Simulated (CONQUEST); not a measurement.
Crystal: PbSe (Clausthalite).

```
Pb Se
1.0
     4.32841    0.00000    0.00000
     0.00000    4.32841    0.00000
     0.00000    0.00000    6.12130
Pb Se
2 2
Direct
  0.49669 0.50046 0.49729
  0.99669 0.00046 0.99729
  0.49424 0.50155 0.00154
  0.99424 0.00155 0.50154
```

The cell isn't the ideal one: atoms moved at random, drawn with an rms of 0.05 Å.

Base run:

```yaml
Program: CONQUEST 1.3
Functional: PBE
Potentials_or_basis: PseudoDojo NC PBE, SZ, grid cutoff 120 Ha
k_mesh: 6 × 6 × 5
Occupations: fermi-dirac, width 0.05 eV
Spin: no spin polarisation
```

Its results: band gap on the k mesh 0.90 eV; pressure 6.2 GPa; largest force 0.082 eV/Å.

Problem. The run is repeated on the same cell with these changes: potentials or basis from PseudoDojo NC PBE, SZ, grid cutoff 120 Ha to PseudoDojo NC PBE, DZP, grid cutoff 200 Ha. What comes out?

Solution. Band gap on the k mesh 0.81 eV; pressure 3.0 GPa; largest force 0.030 eV/Å.

Caveats: spin-orbit coupling is left out, which as a rule narrows the gap of such compounds by several tenths of an eV; an odd mesh through Γ misses points on the zone boundary, where band edges often lie; the basis of atomic orbitals isn't converged, which shifts pressures, moduli and gaps; the atomic basis is small (some runs).
